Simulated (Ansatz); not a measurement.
## How many bands does the GW gap of K4IBr3 (ordered model alloy, started on the KBr lattice) (Cmmm) need?

Wanted: a G0W0 gap for K4IBr3 (ordered model alloy, started on the KBr lattice) (Cmmm) that is converged in bands and cutoff, or an estimate of the limit.

Calculated with Ansatz 0.2.0; G0W0 on LDA, plane waves, PAW; PAW set soft_1.

### 1. The starting structure

It takes space group Cmmm (No. 65, orthorhombic). The conventional cell has a = 9.182 Å, b = 12.981 Å, c = 4.588 Å, α = 90.00°, β = 90.00°, γ = 90.00°. Nearest to K lie 4 Br at 3.17 to 3.25 Å and 2 I at 3.33 Å. Nearest to K lie 5 Br at 3.17 to 3.25 Å and 1 I at 3.32 Å. Br has 6 K at 3.25 Å nearest. I has 6 K at 3.32 to 3.33 Å nearest. Nearest to Br lie 6 K at 3.17 Å. It derives from KBr. Farther neighbours and most contacts between anions are not listed.

The structure was relaxed with LDA. The runs that relaxed it are not among those shown. Spin-orbit coupling is left out unless a step names it.

### 2. 246 empty bands, screening to 34 eV

Now the one-shot GW correction: screening in the RPA, then the self-energy of the levels asked for. This step takes PAW set soft_1 files.

input.yaml reads:

```yaml
crystal:
  lattice:
    - [-0.0021714508, 6.4903646622, 6.4905351599]
    - [6.4903646622, -0.0021714508, 6.4905351599]
    - [6.4881932114, 6.4881932114, 0.0]
  atoms:
    - { symbol: K, position: [-0.0123917543, 0.0123917543, 0.0] }
    - { symbol: K, position: [-0.0123917543, 0.0123917543, 0.5] }
    - { symbol: K, position: [-0.0060389877, 0.4939610123, 0.0060389877] }
    - { symbol: K, position: [-0.0060389877, 0.4939610123, 0.5060389877] }
    - { symbol: K, position: [0.5060389877, 0.0060389877, -0.0060389877] }
    - { symbol: K, position: [0.5060389877, 0.0060389877, 0.4939610123] }
    - { symbol: K, position: [0.5123917543, 0.4876082457, 0.0] }
    - { symbol: K, position: [0.5123917543, 0.4876082457, 0.5] }
    - { symbol: Br, position: [0.25, 0.25, 0.25] }
    - { symbol: Br, position: [0.25, 0.25, 0.75] }
    - { symbol: I, position: [0.25, 0.75, 0.25] }
    - { symbol: I, position: [0.25, 0.75, 0.75] }
    - { symbol: Br, position: [0.75, 0.25, 0.25] }
    - { symbol: Br, position: [0.75, 0.25, 0.75] }
    - { symbol: Br, position: [0.75, 0.75, 0.25] }
    - { symbol: Br, position: [0.75, 0.75, 0.75] }
kpoints:
  mp_grid: { grid: [2, 2, 2] }
hamiltonian:
  xc: lda
  pseudopotentials: { kind: paw, azcp: { folder: soft_1 }, xc_functional: pbe }
scf:
  occupations: { method: fixed }
gw:
  n_empty_bands: 246
  ecut_chi: 34
  qp_bands: [v4, c4]
  qp_kpoints: band_edges
  screening: { model: contour_deformation }
```

Run with:

```
ansatz run input.yaml --threads 4 --pin off --max-ram 17510MiB --backend cpu --events-out ev --progress --plain --runs-dir out
```

Numbers of over 12 decimals in the logs are rounded to 6 here.

What it wrote:

```text
Engine: ansatz 0.2.0, aarch64-unknown-linux-gnu
Pseudopotentials: kind: paw
Pseudopotential: K, paw, valence charge 9, recommended cutoff 420 eV (normal), soft_1/K.paw.azcp
Pseudopotential: Br, paw, valence charge 7, recommended cutoff 420 eV (normal), soft_1/Br.paw.azcp
Pseudopotential: I, paw, valence charge 17, recommended cutoff 420 eV (normal), soft_1/I.paw.azcp
Functional definition: SPW92
  exchange = slater_x
  correlation = pw_c
Crystal: 16 atoms, lattice volume = 546.825 Å³
Basis set: ecut = 420 eV, 10777 PW (Γ)
Bands: 90, of which v1, the nominal top of the filled ones, is band 74 counted from 1 (73 counted from 0)
Symmetry: 16 space group operations
Space group: Cmmm (ITA 65), of the structure as read, at distance tolerance 8.2e-5 Å
k-points: 5 of 8
Non-local potential: K, projectors of the file, l = 0: 3, l = 1: 2, l = 2: 2
Non-local potential: Br, projectors of the file, l = 0: 2, l = 1: 2, l = 2: 2
Non-local potential: I, projectors of the file, l = 0: 2, l = 1: 2, l = 2: 2, l = 3: 1
PAW form: soft (Blöchl's): semilocal exchange-correlation on the pseudo side does not see the compensation charge
PAW frozen core: K, regenerated for the run's functional, and the local potential with it (the file was generated under x = pbe(κ = 0.804, μ = 0.219515), c = pbe(β = 0.066725))
PAW frozen core: Br, regenerated for the run's functional, and the local potential with it (the file was generated under x = pbe(κ = 0.804, μ = 0.219515), c = pbe(β = 0.066725))
PAW frozen core: I, regenerated for the run's functional, and the local potential with it (the file was generated under x = pbe(κ = 0.804, μ = 0.219515), c = pbe(β = 0.066725))
PAW one-centre angular grid: K, 110 points (default); XC on 64 Gauss nodes
PAW one-centre angular grid: Br, 110 points (default); XC on 64 Gauss nodes
PAW one-centre angular grid: I, 590 points (default); XC on 64 Gauss nodes
Initial density: superposition of atomic densities (chi_scale 0.1, normalization cell, long waves kept (reshape's long-wave potential 0.02 eV rms))
Initial wavefunctions: pseudopotential atomic-orbital guess
Functional: x = slater, c = lda
SCF iter   1: F=—  HF=-42879.054994 eV  |F-HF|=—  |Δ(HF+E_count)|=         —  Δρ=3.99e-2  dr2=1.57e1  ethr=3.10e-3  ⟨swp⟩=5.2  Hψ=1447  notcnv=0  defer=61
preconditioner: auto → Resta (q_TF=auto, 2.194 Å⁻¹)  ε∞=2.5  [insulator: Δε(μ)=2.397 eV  Ē_g=13.810 eV  n_scr=112 (ndim 8)  ℏωp=16.8 eV  f_vac=0.000  ε∞_Penn≈2.5]
SCF iter   2: F=—  HF=-42872.862531 eV  |F-HF|=—  |Δ(HF+E_count)|=    6.19e0  Δρ=1.16e-2  dr2=1.69e0  ethr=3.10e-3  ⟨swp⟩=3.0  Hψ=1019  notcnv=0  defer=62
SCF iter   3: F=—  HF=-42872.148409 eV  |F-HF|=—  |Δ(HF+E_count)|=   7.14e-1  Δρ=4.57e-3  dr2=1.58e-1  ethr=1.14e-3  ⟨swp⟩=2.8  Hψ=754  notcnv=0  defer=68
SCF iter   4: F=—  HF=-42872.113486 eV  |F-HF|=—  |Δ(HF+E_count)|=   3.49e-2  Δρ=7.70e-4  dr2=5.94e-3  ethr=1.07e-4  ⟨swp⟩=3.8  Hψ=743  notcnv=0  defer=70
SCF iter   5: F=—  HF=-42872.112964 eV  |F-HF|=—  |Δ(HF+E_count)|=   5.22e-4  Δρ=2.16e-4  dr2=3.03e-4  ethr=4.01e-6  ⟨swp⟩=2.2  Hψ=779  notcnv=0  defer=70
SCF iter   6: F=—  HF=-42872.113217 eV  |F-HF|=—  |Δ(HF+E_count)|=   2.54e-4  Δρ=4.66e-5  dr2=1.35e-5  ethr=2.05e-7  ⟨swp⟩=2.0  Hψ=528  notcnv=0  defer=70
SCF iter   7: F=—  HF=-42872.113223 eV  |F-HF|=—  |Δ(HF+E_count)|=   5.75e-6  Δρ=1.35e-5  dr2=1.29e-6  ethr=9.14e-9  ⟨swp⟩=2.0  Hψ=770  notcnv=0  defer=70
SCF iter   8: F=-42872.113223 eV  HF=-42872.113223 eV  |F-HF|=4.68e-8  |Δ(HF+E_count)|=   8.04e-8  Δρ=2.60e-6  dr2=3.13e-8  ethr=6.76e-11  ⟨swp⟩=18.6  Hψ=3207  notcnv=0
SCF 1 converged in 8 iterations: F = -42872.113223 eV  dr2 = 3.13e-8
  greatest PAW one-centre occupation: 0.999 electrons in one spin orbital (limit 2), on the I atom at site 11 (counted from 0), in its partial waves of l = 2
NSCF: frozen V_eff on 5 k-points
G₀W₀ screening: q 1/5
[... further progress lines ...]
NSCF: frozen V_eff on 1 k-points
NSCF: frozen V_eff on 1 k-points
[...]
SCF converged after 8 iterations
Free energy (F): -42872.113223 eV
Harris-Foulkes:  -42872.113223 eV  (|F-HF|=4.68e-8)
Internal energy: -42872.113223 eV  (E = F + TS)
E sigma→0 (E₀):  -42872.113223 eV
Fermi energy:    2.258729 eV
--- Per-component energies (eV) ---
  E_band       = -1758.847605
  E_kinetic    = 3158.383572
  E_local      = -10926.272966  (includes V_loc(G=0)·N_el)
  E_nonlocal   = 689.489251
  E_hartree    = 4237.984918
  E_xc         = -2456.484779
  E_vxc        = -2201.232434  (∫ρ·V_xc dr)
  E_paw        = -28560.592372  (= ΣΔE_a)
  E_vpaw       = -955.178643  (= ΣTr[D̂ρ^β])
  E_aug_tail   = -0.004971  (compensation charges beyond the density's cutoff)
  E_ewald      = -9019.477327
  E_core_change = 4.861450  (= ΣΔE_core)
  E_smearing   = -0.000000  (= −TS)
  E_closure    = 0.000000  (closes the sum)
  Σ components = -42872.113223   (vs F -42872.113223, Δ=0.00e0)
--- Band table (eV; the first three rows and the last of 5) ---
  k-point 0: bands = [... 70 lower, 1.9232, 2.0667, 2.1005, 2.2587, 6.1168, 7.1059, 7.1173, 7.1209, ... 12 higher]
  k-point 1: bands = [... 70 lower, 1.8766, 1.8766, 1.9460, 1.9460, 7.4063, 7.4063, 7.9801, 7.9801, ... 12 higher]
  k-point 2: bands = [... 70 lower, 1.6836, 1.8792, 1.9756, 2.1930, 7.3582, 7.4954, 7.9680, 7.9844, ... 12 higher]
  k-point 4: bands = [... 70 lower, 1.7186, 1.7378, 1.8825, 2.1915, 7.6262, 7.6445, 7.6759, 7.9907, ... 12 higher]
--- G₀W₀: contour deformation, 5 samples at zero and on the imaginary axis and 2 off it, 8 q-points, 246 empty bands' worth ---
  eigenvalues of the whole cell's RPA ε∞ on this k-mesh (on a slab, of 1 + 4πα/V) = 2.7545, 2.7551, 2.7674; static W/v taken at q = 0 is 0.362455
  gw.qp_kpoints: band_edges: 5 of 5 stored k-points solved, in 1 pass; an edge of the gap read off the rows below is read off those points alone
    ik  band        ε_KS         Σx   Σc(E_QP)       V_xc       Z   E_QP_lin       E_QP  E_QP is
     0    71      1.9232   -17.5143     2.2428   -14.4361  0.8128     1.0791     1.0879  root
     0    72      2.0667   -18.3576     2.3496   -15.1832  0.8132     1.2336     1.2419  root
     0    73      2.1005   -18.3736     2.3617   -15.1869  0.8126     1.2672     1.2755  root
     0    74      2.2587   -17.7414     2.1945   -14.7893  0.8153     1.4944     1.5012  root
     0    75      6.1168    -4.8048    -3.0796    -9.1250  0.8514     7.3723     7.3574  root
     0    76      7.1059    -3.5433    -3.0072    -7.9474  0.8490     8.5233     8.5029  root
     0    77      7.1173    -3.5157    -3.0075    -7.9214  0.8492     8.5360     8.5155  root
     0    78      7.1209    -3.5112    -3.0065    -7.9165  0.8493     8.5401     8.5196  root
     1    71      1.8766   -17.7604     2.2992   -14.6180  0.8120     1.0246     1.0335  root
     1    72      1.8766   -17.7604     2.2992   -14.6180  0.8120     1.0246     1.0335  root
     1    73      1.9460   -17.8042     2.3086   -14.6560  0.8116     1.0975     1.1064  root
     1    74      1.9460   -17.8042     2.3086   -14.6560  0.8116     1.0975     1.1064  root
     1    75      7.4063    -5.1869    -3.0836    -9.6141  0.8457     8.7695     8.7498  root
     1    76      7.4063    -5.1869    -3.0836    -9.6141  0.8457     8.7695     8.7498  root
     1    77      7.9801    -4.0708    -3.0884    -8.6063  0.8446     9.4512     9.4271  root
     1    78      7.9801    -4.0708    -3.0884    -8.6063  0.8446     9.4512     9.4271  root
     2    71      1.6836   -16.8816     2.1905   -13.8216  0.8118     0.8043     0.8141  root
     2    72      1.8792   -17.4993     2.2566   -14.4005  0.8121     1.0280     1.0370  root
     2    73      1.9756   -18.0068     2.3370   -14.8318  0.8116     1.1288     1.1377  root
     2    74      2.1930   -17.3869     2.1520   -14.4775  0.8150     1.4287     1.4356  root
     2    75      7.3582    -5.2299    -3.0810    -9.6629  0.8462     8.7302     8.7102  root
     2    76      7.4954    -5.1768    -3.0883    -9.6021  0.8449     8.8519     8.8324  root
     2    77      7.9680    -3.9344    -3.1188    -8.5452  0.8459     9.4859     9.4600  root
     2    78      7.9844    -4.1940    -3.0638    -8.6643  0.8435     9.4133     9.3909  root
[...]
4    71      1.7186   -16.9310     2.1907   -13.8682  0.8119     0.8367     0.8465  root
     4    72      1.7378   -17.1414     2.2238   -14.0701  0.8118     0.8811     0.8903  root
     4    73      1.8825   -17.9114     2.2978   -14.7615  0.8133     1.0214     1.0304  root
     4    74      2.1915   -17.4028     2.1504   -14.4892  0.8152     1.4214     1.4284  root
     4    75      7.6262    -5.2898    -3.1451    -9.8950  0.8452     9.1103     9.0863  root
     4    76      7.6445    -4.6418    -3.1247    -9.2293  0.8445     9.1311     9.1073  root
     4    77      7.6759    -4.6877    -3.1414    -9.3142  0.8447     9.1857     9.1610  root
     4    78      7.9907    -3.4729    -3.1287    -8.1323  0.8476     9.5483     9.5214  root
```

Run time: 77 s. Hardware: 4 threads of Arm Neoverse V1, shared host; peak memory 2.6 GiB.

Reading the cycles: dr2 is the Hartree energy of the density residual (eV), the measure of convergence; HF is the Harris–Foulkes estimate of the energy, which meets the free energy F at convergence.

Numbers from this step:

```yaml
bands_summed: 320
rpa_eps_infinity_on_this_mesh_eigenvalues: 2.754, 2.755, 2.767
plane_waves_in_the_screening_matrix: 259
q_points_in_the_mesh: 8
g0w0_gap_on_the_mesh: 5.856 eV
k_of_the_valence_top: 0, 0, 0
k_of_the_conduction_bottom: 0, 0, 0
starting_gap_on_the_mesh: 3.858 eV
z_at_the_valence_top: 0.8153
z_at_the_conduction_bottom: 0.8514
least_direct_g0w0_gap_on_the_computed_points: 5.856 eV
```

The gap on the mesh goes from 3.86 eV to 5.86 eV, a correction of +2.00 eV. Between the two edge states, bare exchange in place of the xc potential would open the gap by 7.27 eV, and correlation takes back 5.27 eV.

### 3. 973 empty bands, screening to 85 eV

Another rung: the empty bands reach about as high as the screening cutoff, so the two stay in balance.

input.yaml: that of step 2 with these lines changed.

```diff
@@ -30,4 +30,4 @@
 gw:
-  n_empty_bands: 246
-  ecut_chi: 34
+  n_empty_bands: 973
+  ecut_chi: 85.0
   qp_bands: [v4, c4]
```

What it wrote:

```text
[...]
Crystal: 16 atoms, lattice volume = 546.825 Å³
Basis set: ecut = 420 eV, 10777 PW (Γ)
Bands: 90, of which v1, the nominal top of the filled ones, is band 74 counted from 1 (73 counted from 0)
[... 1 set-up line as in the run before ...]
[...]
k-points: 5 of 8
[...]
SCF iter   1: F=—  HF=-42879.054994 eV  |F-HF|=—  |Δ(HF+E_count)|=         —  Δρ=3.99e-2  dr2=1.57e1  ethr=3.10e-3  ⟨swp⟩=5.2  Hψ=1447  notcnv=0  defer=61
[...]
SCF iter   8: F=-42872.113223 eV  HF=-42872.113223 eV  |F-HF|=4.68e-8  |Δ(HF+E_count)|=   8.04e-8  Δρ=2.60e-6  dr2=3.13e-8  ethr=6.76e-11  ⟨swp⟩=18.6  Hψ=3207  notcnv=0
SCF 1 converged in 8 iterations: F = -42872.113223 eV  dr2 = 3.13e-8
[...]
NSCF: frozen V_eff on 5 k-points
G₀W₀ screening: q 1/5
[... further progress lines ...]
[...]
SCF converged after 8 iterations
Free energy (F): -42872.113223 eV
[...]
Internal energy: -42872.113223 eV  (E = F + TS)
E sigma→0 (E₀):  -42872.113223 eV
Fermi energy:    2.258729 eV
[...]
--- Band table (eV; the first three rows and the last of 5) ---
  k-point 0: bands = [... 70 lower, 1.9232, 2.0667, 2.1005, 2.2587, 6.1168, 7.1059, 7.1173, 7.1209, ... 12 higher]
  k-point 1: bands = [... 70 lower, 1.8766, 1.8766, 1.9460, 1.9460, 7.4063, 7.4063, 7.9801, 7.9801, ... 12 higher]
  k-point 2: bands = [... 70 lower, 1.6836, 1.8792, 1.9756, 2.1930, 7.3582, 7.4954, 7.9680, 7.9844, ... 12 higher]
  k-point 4: bands = [... 70 lower, 1.7186, 1.7378, 1.8825, 2.1915, 7.6262, 7.6445, 7.6759, 7.9907, ... 12 higher]
[...]
bands read: the sum over 1047 bands ends inside a degenerate multiplet in 2 slots, whose members it reads at an even weight; the widest, k=1: bands 1047 to 1048 (counted from 1) at 1/2 each
[...]
0    71      1.9232   -17.5143     1.7855   -14.4361  0.8036     0.6086     0.6307  root
     0    72      2.0667   -18.3576     1.8875   -15.1832  0.8033     0.7587     0.7799  root
     0    73      2.1005   -18.3736     1.9004   -15.1869  0.8027     0.7929     0.8143  root
     0    74      2.2587   -17.7414     1.7070   -14.7893  0.8058     0.9944     1.0137  root
     0    75      6.1168    -4.8048    -3.2422    -9.1250  0.8493     7.2055     7.1948  root
     0    76      7.1059    -3.5433    -3.2268    -7.9474  0.8468     8.2971     8.2832  root
     0    77      7.1173    -3.5157    -3.2267    -7.9214  0.8470     8.3103     8.2963  root
     0    78      7.1209    -3.5112    -3.2260    -7.9165  0.8470     8.3141     8.3001  root
[...]
4    75      7.6262    -5.2898    -3.3844    -9.8950  0.8418     8.8628     8.8469  root
     4    76      7.6445    -4.6418    -3.3661    -9.2293  0.8417     8.8817     8.8659  root
     4    77      7.6759    -4.6877    -3.3860    -9.3142  0.8419     8.9328     8.9164  root
     4    78      7.9907    -3.4729    -3.3682    -8.1323  0.8449     9.3002     9.2819  root
```

Wall time 10 min (4 threads); peak memory 10 GiB; 40 min of CPU time.

Numbers from this step:

| Item | Value |
| --- | --- |
| bands summed | 1047 |
| RPA ε∞ on this mesh (eigenvalues) | 2.715, 2.715, 2.727 |
| plane waves in the screening matrix | 941 |
| q-points in the mesh | 8 |
| G0W0 gap on the mesh | 6.181 eV |
| k of the valence top | 0, 0, 0 |
| k of the conduction bottom | 0, 0, 0 |
| starting gap on the mesh | 3.858 eV |
| Z at the valence top | 0.8058 |
| Z at the conduction bottom | 0.8493 |
| least direct G0W0 gap on the computed points | 6.181 eV |

Against the run with 2×2×2 mesh, 246 empty bands, screening to 34 eV, PAW set soft_1 files, the gap moves by +0.32 eV.

### 4. Side by side

Times are wall times on 4 threads of Arm Neoverse V1, shared host, good to a factor of about two.

```
 mesh           files            frequency  bands summed  cutoff (eV)  start (eV)  G0W0 (eV)    time  host memory (GiB)
2×2×2  PAW set soft_1  contour deformation           320           34       3.858      5.856    77 s                2.6
2×2×2  PAW set soft_1  contour deformation          1047           85       3.858      6.181  10 min                 10
```

The parts of the quasiparticle energy at the two band edges (eV; QP = start + Σx + Σc − Vxc):

```
       run               edge  start      Σx     Σc     Vxc     Z    QP
 320 bands        valence top   2.26  -17.74   2.19  -14.79  0.82  1.50
 320 bands  conduction bottom   6.12   -4.80  -3.08   -9.12  0.85  7.36
1047 bands        valence top   2.26  -17.74   1.71  -14.79  0.81  1.01
1047 bands  conduction bottom   6.12   -4.80  -3.24   -9.12  0.85  7.19
```

### 5. Outcome

```yaml
320_bands_34_ev: 5.856 eV
1047_bands_85_ev: 6.181 eV
estimated_limit_in_bands_and_cutoff: 6.32 eV
mesh_and_start: 2×2×2, LDA
```

**Reading.** A line in one over the bands through the two rungs gives 6.32 eV, +0.14 eV from the top rung; with two points alone it is an unchecked estimate. The rungs stand 0.47 eV (320 bands) and 0.14 eV (1047 bands) from it. From 320 to 1047 bands the gap moves by +0.32 eV while the time grows 8.0-fold. Σc changes by −0.49 eV at the valence top and −0.16 eV at the conduction bottom, so the valence edge carries most of the change. The many-body steps are scalar-relativistic: spin-orbit coupling is not in them.

[Paths, hosts, dates, memory and timing lines, banners, echoed tables and standing remarks are left out of the program output.]

[Logs are printed without paths, hosts, clocks, repeated set-up lines and the standing remarks that a program may print on its own settings, such as how far it seeks lower states.]

[Runs of the session that timed out or met a known fault of the program may be left out.]

[Cells called generated may have been cut or substituted from an entry of the Crystallography Open Database or the Materials Project.]

[Hosts, paths, dates, database ids (printed as entryN), source tags and the programs' standing remarks are cut or masked in the printed files.]
